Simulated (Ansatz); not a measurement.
The system is TiAl.

```
Ti Al
1.0
     2.86726    0.00000    0.00000
    -1.43363    2.48312    0.00000
     0.00000    0.00000    4.67808
Ti Al
1 1
Direct
  0.00000 0.00000 0.00000
  0.33333 0.66667 0.50000
```

The cell comes from a database or a generator and needn't be the stable form of this composition.

| Item | Value |
| --- | --- |
| Program | Ansatz 0.2.0 |
| Task | relaxation of cell and atoms |
| Functional | PBEsol |
| Potentials or basis | all-electron LAPW, scalar-relativistic |
| Basis error allowed | 0.001 eV/atom |
| k mesh | 11 × 11 × 6 |
| Occupations | fermi-dirac, width 0.05 eV |
| Spin | no spin polarisation |

At the start: volume 16.65 Å³/atom.

Question: How do energy, volume and symmetry change on relaxing?

Answer: Over 5 steps the energy falls by 4.4 meV/atom and the volume is 16.23 Å³/atom (-2.6 %); space group P-6m2 (No. 187, to 0.05 Å).

Step by step:
| step | energy change (eV) | largest force (eV/Å) | volume (Å³) |
| --- | --- | --- | --- |
| 1 | 0.0000 | 0.0000 | 33.31 |
| 2 | -0.0034 | 0.0000 | 31.80 |
| 3 | -0.0087 | 0.0000 | 32.48 |
| 4 | -0.0088 | 0.0000 | 32.46 |
| 5 | -0.0087 | 0.0000 | 32.46 |

Final structure:
```
CELL_PARAMETERS angstrom
2.85048 0.00000 0.00000
-1.42524 2.46859 0.00000
0.00000 0.00000 4.61236
ATOMIC_POSITIONS crystal
Ti 0.00000 0.00000 0.00000
Al 0.33333 0.66667 0.50000
```
